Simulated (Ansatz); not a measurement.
## Molecular dynamics of WC

The input (input.yaml):

```yaml
accuracy: low
crystal:
  lattice:
    - [-2.975104, -5.153031, 0.0]
    - [4.462655, -2.576515, 0.0]
    - [0.0, 0.0, 5.83005]
  atoms:
    - { symbol: W, position: [0.71071791, 0.49851365, -0.01038848] }
    - { symbol: C, position: [0.49445163, 0.66312674, 0.19905161] }
    - { symbol: W, position: [0.73396878, 0.50925117, 0.49477899] }
    - { symbol: C, position: [0.48458788, 0.69703236, 0.74885832] }
    - { symbol: W, position: [0.46939278, 0.01328727, 0.01137625] }
    - { symbol: C, position: [0.22710211, 0.19876609, 0.24958423] }
    - { symbol: W, position: [0.4838672, 0.01749386, 0.53288565] }
    - { symbol: C, position: [0.22887303, 0.19974896, 0.78870028] }
    - { symbol: W, position: [0.21303494, 0.52342093, 0.00610361] }
    - { symbol: C, position: [-0.01168555, 0.66474251, 0.2699704] }
    - { symbol: W, position: [0.25348279, 0.50218761, 0.51488046] }
    - { symbol: C, position: [-0.00848833, 0.7030701, 0.74167452] }
    - { symbol: W, position: [-0.04615696, 0.01834606, 0.01221168] }
    - { symbol: C, position: [0.74869979, 0.18552872, 0.25659174] }
    - { symbol: W, position: [-0.01886375, 0.01691511, 0.51559474] }
    - { symbol: C, position: [0.70545429, 0.16218598, 0.79454219] }
basis:
  ecutwfc: 420.0
kpoints:
  mp_grid: { grid: [2, 2, 2] }
hamiltonian:
  xc: pbe
  pseudopotentials: { kind: paw, azcp: { folder: soft_1 } }
scf:
  occupations: { method: fermi_dirac, width: 0.17 }
  lower_state_search: "off"
md:
  timestep: 1
  n_steps: 260
  ensemble: nvt_langevin
  temperature: 1600.0
  initial_velocities: maxwell_boltzmann
  seed: 316247
  friction: 0.02
  temperature_schedule:
    - { n_steps: 195, end_temperature: 300.0 }
    - { n_steps: 65, end_temperature: 300.0 }
```

Command:

```bash
$ ansatz run input.yaml --threads 1 --pin off --max-ram 3072MiB --backend cpu --events-out ev --progress --plain --runs-dir out
```

It goes on from the last frame of an earlier run, with new velocities.

Output, in part (step lines):

```
md step     0: t =     0.00 fs  T =  1500.0 K (target 1600.0 K)  F+E_penalty+E_count = -85092.64699821 eV  E_kin = 3.102240 eV  (9 SCF iters)
md step     1: t =     1.00 fs  T =  1356.7 K (target 1596.7 K)  F+E_penalty+E_count = -85092.65969761 eV  E_kin = 2.805892 eV  (6 SCF iters)
md step     2: t =     2.00 fs  T =  1437.3 K (target 1590.0 K)  F+E_penalty+E_count = -85092.69977729 eV  E_kin = 2.972607 eV  (6 SCF iters)
md step     3: t =     3.00 fs  T =  1539.9 K (target 1583.3 K)  F+E_penalty+E_count = -85092.77195456 eV  E_kin = 3.184738 eV  (6 SCF iters)
md step     4: t =     4.00 fs  T =  1665.5 K (target 1576.7 K)  F+E_penalty+E_count = -85092.88609992 eV  E_kin = 3.444451 eV  (6 SCF iters)
md step     5: t =     5.00 fs  T =  1799.7 K (target 1570.0 K)  F+E_penalty+E_count = -85093.01744254 eV  E_kin = 3.722082 eV  (5 SCF iters)
md step     6: t =     6.00 fs  T =  1725.4 K (target 1563.3 K)  F+E_penalty+E_count = -85093.15042382 eV  E_kin = 3.568433 eV  (5 SCF iters)
md step     7: t =     7.00 fs  T =  1886.5 K (target 1556.7 K)  F+E_penalty+E_count = -85093.27975327 eV  E_kin = 3.901633 eV  (5 SCF iters)
[... lines left out ...]
md step   259: t =   259.00 fs  T =   438.1 K (target 300.0 K)  F+E_penalty+E_count = -85095.47736907 eV  E_kin = 0.905999 eV  (4 SCF iters)
md step   260: t =   260.00 fs  T =   401.0 K (target 300.0 K)  F+E_penalty+E_count = -85095.48342453 eV  E_kin = 0.829348 eV  (6 SCF iters)
```

The steps, from the saved trajectory:

| time (fs) | T (K) | potential energy less start (eV) |
| --- | --- | --- |
| 0 | 1500 | 0.000 |
| 8 | 1952 | -0.749 |
| 16 | 1864 | -0.844 |
| 24 | 1662 | 0.210 |
| 32 | 1349 | 0.646 |
| 40 | 1668 | 0.102 |
| 48 | 1319 | 0.027 |
| 56 | 1444 | 0.000 |
| 64 | 1263 | 0.262 |
| 72 | 1288 | 0.342 |
| 80 | 1322 | -0.653 |
| 88 | 1698 | -1.442 |
| 96 | 1100 | -1.001 |
| 104 | 1342 | -1.339 |
| 112 | 1315 | -1.729 |
| 120 | 965 | -1.182 |
| 128 | 855 | -1.002 |
| 136 | 931 | -1.430 |
| 144 | 1101 | -1.722 |
| 152 | 799 | -1.168 |
| 160 | 772 | -1.368 |
| 168 | 993 | -1.987 |
| 176 | 1001 | -2.133 |
| 184 | 819 | -2.088 |
| 192 | 711 | -2.257 |
| 200 | 708 | -2.439 |
| 208 | 536 | -2.252 |
| 216 | 464 | -2.052 |
| 224 | 472 | -2.208 |
| 232 | 423 | -2.344 |
| 240 | 384 | -2.311 |
| 248 | 391 | -2.455 |
| 256 | 538 | -2.756 |

All steps were run. The schedule's set-point averaged 409 K over the second half and the system 688 K, so it lags behind the ramp. A run of 0.26 ps of so small a system gives no equilibrium averages. Limits of this set-up: coarse k mesh, low accuracy level.

Mean squared displacements from the first frame to the last, about the centre of mass: W 0.02 Å², C 0.05 Å².

Last frame:

```xyz
16
Lattice="-2.9751 -5.1530 0.0000 4.4627 -2.5765 0.0000 0.0000 0.0000 5.8300" Properties=species:S:1:pos:R:3
W 0.224 -5.139 0.008
C 1.843 -4.319 1.455
W 0.244 -5.127 2.962
C 1.702 -4.227 4.311
W -1.220 -2.498 0.015
C 0.293 -1.626 1.468
W -1.214 -2.542 2.918
C 0.356 -1.635 4.340
W 1.814 -2.496 0.001
C 3.269 -1.682 1.552
W 1.769 -2.567 2.882
C 3.269 -1.652 4.450
W 0.258 0.081 0.049
C -1.212 -4.290 1.490
W 0.280 0.006 2.927
C -1.243 -4.237 4.442
```

Run time: 19 min on 1 thread of Arm Neoverse V2 (shared host), peak memory 0.59 GiB.
